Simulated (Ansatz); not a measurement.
# CaF2 (Fluorite) in Ansatz: the effect of exact exchange

The system is CaF2 (Fluorite).

```
Ca F
1.0
     0.00000    2.73100    2.73100
     2.73100    0.00000    2.73100
     2.73100    2.73100    0.00000
Ca F
1 2
Direct
  0.00000 0.00000 0.00000
  0.75000 0.75000 0.75000
  0.25000 0.25000 0.25000
```

Alike in all runs:

* Program: Ansatz 0.2.0
* Task: single point
* Functional: HSE06 form with a typed share of exact exchange
* Potentials or basis: Ansatz PAW
* Cutoff: 420 eV (not typed: the program's choice for these potentials)
* k mesh: 4 × 4 × 4
* Occupations: fermi-dirac, width 0.05 eV
* Spin: no spin polarisation

```csv
exact exchange,gap on the mesh (eV),pressure (GPa)
0.25,?,?
0.3,9.82,-0.1
0.4,10.69,-0.9
0.5,11.57,-1.7
```

Problem. What does the run with exact exchange 0.25 give?

Solution. gap on the mesh 9.39 eV; pressure 0.3 GPa.

Worked out: A straight line through the other rows of the gap on the mesh, of slope 8.75 eV per unit of exact exchange, extrapolates to 9.38 eV, against the run's 9.39. A straight line through the other rows of the pressure, of slope -8 GPa per unit of exact exchange, extrapolates to 0.3 GPa, against the run's 0.3.

Caveats: all runs use coarse meshes; the PAW data sets come from PBE, with cores solved anew for the run's functional, which leaves a small shift of forces and pressure; the thresholds are loose for stress.

A k mesh can miss the band edges.
